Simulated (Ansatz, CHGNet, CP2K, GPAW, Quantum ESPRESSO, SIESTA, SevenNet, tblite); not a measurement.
# CP2K runs on generalised stacking fault on (111) (glide set) of a GaP-AlP solid solution (72 atoms), part 2 of 2

Aim: run generalised stacking fault on (111) (glide set) of a GaP-AlP solid solution (72 atoms) in CP2K and see how near its forces come to a plane-wave reference, and at what cost.

Program: CP2K 2026.2; the method stands at each step. Banners, paths, timers and routine set-up lines are dropped from the logs unmarked, and long logs keep their key lines alone; longer cuts are marked.

So far, spacing of highest filled and lowest empty level: step 2 (PBE, DZVP-MOLOPT-SR, 800/50 Ry, diagonalisation) 0.429.

### 4. PBE, DZVP-MOLOPT-SR, 800/30 Ry, diagonalisation

Method: Kohn-Sham DFT, PBE, GTH-PBE pseudopotentials, Gaussian and plane waves, DZVP-MOLOPT-SR-GTH, diagonalisation.

Input file input.inp:

```
&GLOBAL
  PROJECT cell
  RUN_TYPE ENERGY_FORCE
  PRINT_LEVEL LOW
&END GLOBAL
&FORCE_EVAL
  METHOD QS
  STRESS_TENSOR ANALYTICAL
  &DFT
    BASIS_SET_FILE_NAME BASIS_MOLOPT
    POTENTIAL_FILE_NAME GTH_POTENTIALS
    &MGRID
      CUTOFF 800
      REL_CUTOFF 30
      NGRIDS 5
    &END MGRID
    &QS
      EPS_DEFAULT 1.0E-12
    &END QS
    &SCF
      SCF_GUESS ATOMIC
      EPS_SCF 1.0E-06
      MAX_SCF 200
      ADDED_MOS 41
      &DIAGONALIZATION
        ALGORITHM STANDARD
      &END DIAGONALIZATION
      &SMEAR ON
        METHOD FERMI_DIRAC
        ELECTRONIC_TEMPERATURE [K] 580
      &END SMEAR
      &MIXING
        METHOD BROYDEN_MIXING
        ALPHA 0.15
        NBROYDEN 8
      &END MIXING
      &PRINT
        &RESTART OFF
        &END RESTART
      &END PRINT
    &END SCF
    &XC
      &XC_FUNCTIONAL PBE
      &END XC_FUNCTIONAL
    &END XC
    &PRINT
      &MULLIKEN ON
      &END MULLIKEN
      &HIRSHFELD ON
        SHAPE_FUNCTION DENSITY
      &END HIRSHFELD
      &MO ON
        EIGENVALUES T
        OCCUPATION_NUMBERS T
        MO_INDEX_RANGE 223 246
        &EACH
          QS_SCF 0
        &END EACH
        ADD_LAST NUMERIC
      &END MO
    &END PRINT
  &END DFT
  &SUBSYS
    &CELL
      A 6.68331 0.00000 0.00000
      B 0.00000 11.57583 0.00000
      C 1.11391 0.00000 19.10326
    &END CELL
    &TOPOLOGY
      COORD_FILE_NAME structure.xyz
      COORD_FILE_FORMAT XYZ
    &END TOPOLOGY
    &KIND Al
      BASIS_SET DZVP-MOLOPT-SR-GTH-q3
      POTENTIAL GTH-PBE-q3
    &END KIND
    &KIND P
      BASIS_SET DZVP-MOLOPT-SR-GTH-q5
      POTENTIAL GTH-PBE-q5
    &END KIND
    &KIND Ga
      BASIS_SET DZVP-MOLOPT-SR-GTH-q13
      POTENTIAL GTH-PBE-q13
    &END KIND
  &END SUBSYS
  &PRINT
    &FORCES ON
    &END FORCES
    &STRESS_TENSOR ON
    &END STRESS_TENSOR
  &END PRINT
&END FORCE_EVAL
```

Input file structure.xyz:

```xyz
72

Al 3.35804 1.92946 0.38417
P 3.35373 1.89971 2.75507
Ga 5.57636 1.91985 3.54748
P 5.60989 1.95597 5.92316
Ga 0.02318 0.00116 0.38493
P 6.66192 0.00000 2.79882
Al 2.23249 11.56541 3.55072
P 2.26547 0.01968 5.91819
Ga 4.46668 0.00706 6.68022
P 4.47940 0.01771 9.08417
Al 3.30091 5.76662 0.38207
P 3.35521 5.83862 2.74266
Ga 5.53184 5.78896 3.56562
P 5.55359 5.76418 5.89183
Al 6.69214 3.83114 0.42428
P 6.67243 3.81817 2.74877
Ga 2.22107 3.87570 3.52799
P 2.20426 3.89828 5.94818
Al 4.43523 3.88276 6.65443
P 4.47912 3.87038 9.02553
[... 48 atom lines left out ...]
Ga 1.09046 5.78386 16.15085
P 7.76247 5.82125 18.55882
Al 1.11865 9.64961 16.16441
P 1.13361 9.60099 18.56780
```

Started as:

```sh
$ OMP_NUM_THREADS=2 cp2k.psmp -i input.inp > output.txt
```

Numbers of over 12 decimals in the logs are rounded to 6 here.

The log of the run:

```text
CP2K| version string:                                       CP2K version 2026.2
 CP2K| Input file name                                                 input.inp
 GLOBAL| Basis set file name                                        BASIS_MOLOPT
 GLOBAL| Potential file name                                      GTH_POTENTIALS
 GLOBAL| Run type                                                   ENERGY_FORCE
 GLOBAL| Total number of message passing processes                             1
 GLOBAL| Number of threads for this process                                    2
[... lines left out ...]
                        Smear method:                                FERMI_DIRAC
[... lines left out ...]
 Number of electrons:                                                        468
[... lines left out ...]
  Step     Update method      Time    Convergence         Total energy    Change
[... lines left out ...]
  *** SCF run converged in    17 steps ***
[... lines left out ...]
  Fermi energy:                                                 0.208332
  Total energy:                                             -1618.135763
  Total energy (extrapolated to T->0):                      -1618.135496
[... lines left out ...]
 MO| E(Fermi):            0.208332 a.u.          5.669012 eV
[... lines left out ...]
     72       P      2       5.000          5.221                        -0.221
  Total Charge                                                           -0.000
 !-----------------------------------------------------------------------------!
 ENERGY| Total FORCE_EVAL ( QS ) energy [hartree]          -1618.135679
 FORCES| Atomic forces [hartree/bohr]
 FORCES|   Atom     x               y               z               |f|
 FORCES|      1 -1.67004290E-03 -1.51231276E-02  2.67883684E-02   3.08077054E-02
 FORCES|      2  2.43856438E-05  6.28818112E-03 -4.10018499E-03   7.50688573E-03
 FORCES|      3 -6.22171873E-03 -1.04820535E-03  1.12602602E-02   1.29074388E-02
[...]
FORCES|     71 -4.43269492E-03 -5.86829880E-03  3.95853420E-03   8.35198827E-03
 FORCES|     72  1.49018017E-03  3.92581290E-02 -4.76398353E-02   6.17492934E-02
 FORCES| Sum     1.11723536E-03 -4.53018846E-03  5.76553329E-04
 FORCES| Total atomic force                                       4.70140788E-03
 STRESS| Analytical stress tensor [bar]
 STRESS|                        x                   y                   z
 STRESS|      x       -2.52229473780E+04  -9.33016659345E+02  -2.96851024043E+03
 STRESS|      y       -9.33016659345E+02   1.04421529443E+05  -1.25942238563E+02
 STRESS|      z       -2.96851024043E+03  -1.25942238563E+02   2.12822396627E+04
 STRESS| 1/3 Trace                                             3.34936072427E+04
```

It took 3.3 min on 2 threads of Arm Neoverse V1, shared host; peak memory 5.8 GiB; 6.2 min of CPU time.

Numbers from this run, and their distance from the reference:

| Item | Value |
| --- | --- |
| r.m.s. force component | 0.5242 eV/Å |
| r.m.s. difference of force components | 46.17 meV/Å |
| longest difference of force vectors | 238.9 meV/Å |
| force difference over r.m.s. force | 9.018 % |
| slope of forces against the reference's | 1.02 |
| correlation of force components | 0.9963 |
| gap (highest filled to lowest empty level) | 0.4304 eV |
| gap difference | -0.0187 eV |
| pressure | 3.349 GPa |
| pressure difference | 0.3901 GPa |
| energy less the same-level run's | -1.078 meV/atom |
| r.m.s. force difference from the same-level run | 38.6 meV/Å |

This is a coarse setting, run to see what it loses.

Against the first run (5.6 %), the force difference from the reference is 9.0 %, at 0.86 times the CPU time: the grid matters here.

### 5. All runs compared

Differences are against the plane-wave reference, forces as r.m.s. over components; share is that over the reference's r.m.s. force, slope the least-squares factor from reference forces to these. Total energies of different programs have different zeros and aren't compared.

| run | Δ force, r.m.s. (meV/Å) | share (%) | slope | Δ pressure (GPa) | Δ gap (eV) | cores | CPU time | memory (GiB) |
| --- | --- | --- | --- | --- | --- | --- | --- | --- |
| reference | - | - | - | - | - | 4 | 50 min | 5.5 |
| CP2K PBE, DZVP-MOLOPT-SR, 800/50 Ry, diagonalisation | 28.7 | 5.60 | 1.016 | 0.315 | -0.0196 | 2 | 7.2 min | 5.9 |
| CP2K PBE, DZVP-MOLOPT-SR, 280/50 Ry, diagonalisation (coarse) | 1485 | 290 | 0.712 | 1.69 | - | 2 | 5.4 min | 1.4 |
| CP2K PBE, DZVP-MOLOPT-SR, 800/30 Ry, diagonalisation (coarse) | 46.2 | 9.02 | 1.020 | 0.390 | -0.0187 | 2 | 6.2 min | 5.8 |

Rows marked coarse were listed beforehand as settings not expected to be converged; some can still land near the reference.

CPU time is summed over cores on a shared host, where runs went side by side, so it is rough. Symmetry, cutoffs, thresholds, outputs and thread counts weren't matched or tuned between programs; memory under MPI is the largest rank's times the ranks.

Within one program, basis, potentials and functional, energies share a zero. Each run against its twin at the usual cutoff or grid and solver:

| run | twin | Δ energy (meV/atom) | Δ force, r.m.s. (meV/Å) | CPU time over the twin's |
| --- | --- | --- | --- | --- |
| CP2K PBE, DZVP-MOLOPT-SR, 280/50 Ry, diagonalisation | DZVP-MOLOPT-SR, 800/50 Ry, diagonalisation | -71.0 | 1487 | 0.76 |
| CP2K PBE, DZVP-MOLOPT-SR, 800/30 Ry, diagonalisation | DZVP-MOLOPT-SR, 800/50 Ry, diagonalisation | -1.08 | 38.6 | 0.86 |

### 6. Outcome

| Quantity | Value |
| --- | --- |
| nearest in forces | CP2K PBE, DZVP-MOLOPT-SR, 800/50 Ry, diagonalisation, 5.6 % |
| its CPU time | 7.2 min |

The PBE run in local orbitals, coarse settings apart, differs by 5.6 % (CP2K PBE, DZVP-MOLOPT-SR, 800/50 Ry, diagonalisation); basis, grid and potentials can all enter. Runs with settings chosen to be coarse differ by 9.0 % (CP2K PBE, DZVP-MOLOPT-SR, 800/30 Ry, diagonalisation) to 290 % (CP2K PBE, DZVP-MOLOPT-SR, 280/50 Ry, diagonalisation), their programs' other errors included. Of the electronic-structure runs that take under half the reference's CPU time, CP2K PBE, DZVP-MOLOPT-SR, 800/50 Ry, diagonalisation comes nearest, at 5.6 % in 7.2 min against 50 min. At the same functional, the gap of these runs lies 0.02 eV below the reference's 0.449 eV. These are spacings on the run's k-points, which needn't hold the band edges. In pressure, CP2K PBE, DZVP-MOLOPT-SR, 280/50 Ry, diagonalisation misses by +1.7 GPa, at the same functional. The reference's pressure holds the uncorrected Pulay stress of its 60 Ry basis, so small pressure differences, and their order, may be the reference's own error. The reference's stress is far from hydrostatic: its diagonal is -2.8, 10.0, 1.7 GPa, compression counted positive. The host structure and its lattice constant were typed by rule, without a check against the phase diagram. The reference's pressure of 3.0 GPa belongs to a cell and atoms that aren't relaxed at this level. The electronic-structure runs sample only Γ, in a cell whose shortest periodic width is 7 Å.

[Also dropped from logs without a mark: logging warnings of Python, and SIESTA's first energy breakdown and zero terms.]

[Logs are printed without paths, hosts, clocks, repeated set-up lines and the standing remarks that a program may print on its own settings, such as how far it seeks lower states.]

[Hosts, paths, dates, database ids (printed as entryN), source tags and the programs' standing remarks are cut or masked in the printed files.]
